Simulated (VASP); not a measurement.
## KCl: single point with PBEsol

The system is KCl.

```
K Cl
1.0
     3.77081    0.00000    0.00000
     0.00000    3.77081    0.00000
     0.00000    0.00000    3.77081
K Cl
1 1
Direct
  0.00000 0.00000 0.00000
  0.50000 0.50000 0.50000
```

Measurements of this composition are mostly on another form, of space group No. 225.

```
Program             : VASP 6.6.1
Task                : single point
Functional          : PBEsol
Potentials or basis : VASP PAW PBE potentials, release 64 (K_sv, Cl)
Cutoff              : 520 eV
k mesh              : 6 × 6 × 6
Occupations         : gaussian, width 0.01 eV
Spin                : no spin polarisation
```

```json
{"Pressure": "-0.5 GPa", "Band gap on the k mesh": "4.84 eV, indirect (least direct gap 5.06 eV)"}
```

Levels at points of the mesh, in eV from the valence-band top:
```
           k point  band 6  band 7  band 8  band 9  band 10  band 11
(0.00, 0.00, 0.00)   -0.22   -0.22   -0.22    4.84     6.39     6.39
(0.50, 0.00, 0.00)   -1.95   -0.24   -0.24    7.78     7.85     8.43
(0.50, 0.50, 0.00)   -1.30   -1.30    0.00    6.08     7.22     8.92
(0.50, 0.50, 0.50)   -1.47   -1.47   -1.47    8.82     8.82     8.82
```

It took 6.3 s on 1 thread of Intel(R) Xeon(R) 6975P-C (Granite Rapids) (shared host), peak memory 0.16 GiB.

Caveat: the PAW data sets were made with another functional, which shifts forces and pressure a little. A k mesh can miss the band edges.
